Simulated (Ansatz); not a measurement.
Slab: Cu, a slab with vacuum.

```
Cu
1.0
     2.53410    0.00000    0.00000
    -1.26705    2.19459    0.00000
     0.00000    0.00000   25.28143
Cu
6
Direct
  0.66667 0.33333 0.29666
  0.33333 0.66667 0.37800
  0.66667 0.33333 0.45933
  0.33333 0.66667 0.54067
  0.66667 0.33333 0.62200
  0.33333 0.66667 0.70334
```

The cell isn't the ideal one: the (0 0 1) slab of Cu, cut from the database cell, not relaxed.

Below is the output of Ansatz 0.2.0 for this cell. Logs are shortened: lines on timing, memory, paths and dates and some standing lists are left out, and cuts for length are marked.

```text
Warning: RAYON_NUM_THREADS=4 ignored (pool sized by the plan → 4); use --threads N
Engine: ansatz 0.2.0, aarch64-unknown-linux-gnu
Pseudopotentials: kind: paw
Pseudopotential: Cu, paw, valence charge 19, recommended cutoff 420 eV (normal), Cu.paw.azcp
Functional definition: PBE
  parameter kappa = 0.804
  parameter beta = 0.06672455060314922
  exchange = pbe_x(kappa = kappa, mu = beta*pi^2/3)
  correlation = pbe_c(beta = beta)
Crystal: 6 atoms, lattice volume = 140.598 Å³
Basis set: ecut = 420 eV, 2791 PW (Γ), exchange–correlation on 36×36×360 points (8 copies of the dense FFT grid, shifted against one another)
[... 44 lines left out ...]
  E_aug_tail   = 0.001755  (compensation charges beyond the density's cutoff)
  E_efield     = 0.000000  (sawtooth field / dipole correction)
  E_vefield    = 0.000000  (∫n·V_field dr)
  E_ewald      = 99878.085185
  E_smearing   = -0.027292  (= −TS)
  E_closure    = -0.000000  (closes the sum)
  Σ components = -39750.008249   (vs F -39750.008249, Δ=0.00e0)
--- Forces (eV/Å), atoms counted from 1 ---
  atom   1  Cu    -0.00000000     0.00000000    -0.17448348
  atom   2  Cu    -0.00000000    -0.00000000    -0.04810448
  atom   3  Cu     0.00000000     0.00000000    -0.00682758
  atom   4  Cu    -0.00000000    -0.00000000     0.00682733
  atom   5  Cu     0.00000000     0.00000000     0.04810464
  atom   6  Cu     0.00000000    -0.00000000     0.17448330
  max |Σ_I F_I| component: 2.77e-7 eV/Å
--- Band table (eV; the first three rows and the last of 19) ---
  k-point 0: bands = ["-106.4619", "-106.4618", "-106.4302", "-106.4221", "-106.2502", "-106.2502", "-63.8745", "-63.8591", "-63.8123", "-63.7814", "-63.7814", "-63.7813", "-63.7813", "-63.7655", "-63.7491", "-63.7491", "-63.7397", "-63.7397", "-63.6088", "-63.6088", "-63.6087", "-63.6087", "-63.5611", "-63.5611", "-3.2458", "-2.6091", "-1.5823", "-0.3786", "0.5597", "0.8945", "2.9431", "2.9649", "3.0979", "3.0996", "3.0996", "3.1222", "3.1222", "3.1644", "3.1644", "3.1704", "3.2732", "3.2732", "3.3854", "3.3854", "3.4078", "3.4078", "3.7250", "3.7721", "3.7721", "3.9797", "3.9797", "4.2082", "4.2082", "4.3866", "4.3866", "4.4758", "4.4758", "4.4904", "4.4904", "5.2062", "5.6986", "10.3887", "10.4589", "11.7204", "11.7344", "13.6151", "13.9897", "16.3354", "16.7249"]
  k-point 1: bands = ["-106.4612", "-106.4611", "-106.4294", "-106.4215", "-106.2495", "-106.2495", "-63.8724", "-63.8581", "-63.8131", "-63.7883", "-63.7866", "-63.7830", "-63.7829", "-63.7664", "-63.7539", "-63.7507", "-63.7454", "-63.7410", "-63.6147", "-63.6147", "-63.6103", "-63.6103", "-63.5605", "-63.5605", "-3.0185", "-2.3869", "-1.3694", "-0.1792", "0.7372", "1.0399", "2.8452", "2.8900", "2.9852", "3.0173", "3.1080", "3.1232", "3.1420", "3.1718", "3.1938", "3.2414", "3.2957", "3.3102", "3.3408", "3.3664", "3.4539", "3.4806", "3.5259", "3.7402", "3.7419", "3.9545", "3.9590", "4.1374", "4.1940", "4.2163", "4.3505", "4.3827", "4.4812", "4.5051", "4.7240", "5.7093", "6.3162", "10.5541", "10.6721", "11.8883", "11.9389", "13.8255", "14.1719", "16.5432", "16.9171"]
  k-point 2: bands = ["-106.4592", "-106.4591", "-106.4272", "-106.4201", "-106.2477", "-106.2477", "-63.8667", "-63.8555", "-63.8179", "-63.8058", "-63.7993", "-63.7874", "-63.7872", "-63.7747", "-63.7623", "-63.7601", "-63.7553", "-63.7445", "-63.6311", "-63.6311", "-63.6144", "-63.6144", "-63.5589", "-63.5589", "-2.3538", "-1.7420", "-0.7624", "0.3690", "1.2086", "1.4127", "2.6117", "2.6354", "2.8012", "2.8553", "2.8776", "3.0184", "3.0614", "3.1620", "3.2569", "3.3496", "3.3630", "3.3643", "3.4098", "3.4593", "3.4827", "3.5999", "3.6156", "3.6788", "3.7651", "3.7744", "3.9456", "3.9563", "4.1681", "4.1823", "4.3707", "4.4916", "4.5377", "4.5696", "5.3135", "6.6078", "7.5277", "11.0416", "11.3117", "12.4254", "12.5533", "14.4567", "14.7246", "17.1620", "17.4886"]
  k-point 18: bands = ["-106.4497", "-106.4497", "-106.4150", "-106.4150", "-106.2387", "-106.2387", "-63.8524", "-63.8524", "-63.8474", "-63.8464", "-63.8430", "-63.8430", "-63.8149", "-63.8098", "-63.8098", "-63.7978", "-63.7787", "-63.7787", "-63.6721", "-63.6721", "-63.6707", "-63.6707", "-63.5513", "-63.5513", "1.9367", "2.0399", "2.0399", "2.0915", "2.1239", "2.1239", "2.2604", "2.2873", "2.3047", "2.4283", "2.4283", "2.8644", "2.8644", "2.9503", "2.9503", "3.2674", "3.2696", "3.3337", "3.3337", "3.6356", "3.6465", "3.8271", "4.1223", "4.3643", "4.3643", "4.3773", "4.4359", "4.4359", "4.4875", "4.4875", "9.4542", "9.7385", "9.7385", "10.0211", "10.0211", "10.1401", "10.6750", "10.6750", "11.1847", "12.4761", "13.3411", "13.3411", "13.9658", "14.4566", "14.4566"]
```

**Question.** What input gives this log?

**Answer.** Single point with PBE, no spin polarisation. The files as run (others can give the same):

input.yaml
```yaml
crystal:
  lattice:
    - [2.5340966698, 0.0, 0.0]
    - [-1.2670483349, 2.1945920917, 0.0]
    - [0.0, 0.0, 25.2814275]
  atoms:
    - { symbol: Cu, position: [0.66666667, 0.33333334, 0.2966604635] }
    - { symbol: Cu, position: [0.33333333, 0.66666666, 0.3779962781] }
    - { symbol: Cu, position: [0.66666667, 0.33333334, 0.4593320927] }
    - { symbol: Cu, position: [0.33333333, 0.66666666, 0.5406679073] }
    - { symbol: Cu, position: [0.66666667, 0.33333334, 0.6220037219] }
    - { symbol: Cu, position: [0.33333333, 0.66666666, 0.7033395365] }
hamiltonian:
  xc: pbe
  pseudopotentials: { kind: paw }
kpoints:
  mp_grid: { grid: [12, 12, 1] }
scf:
  occupations: { method: fermi_dirac, width: 0.05 }
output:
  forces: true
  eigenvalues: true
  write_density: true
  write_potential: true
  elf: true
  volumetric_format: npy
efield:
  axis: 3
  dipole_correction: true
  ramp_width: 0.04
```

Potentials or basis: Ansatz PAW.
Command:
```console
$ ansatz run input.yaml --threads 4 --pin off --max-ram 11264MiB --backend cpu --events-out ev --progress --plain --runs-dir out
```
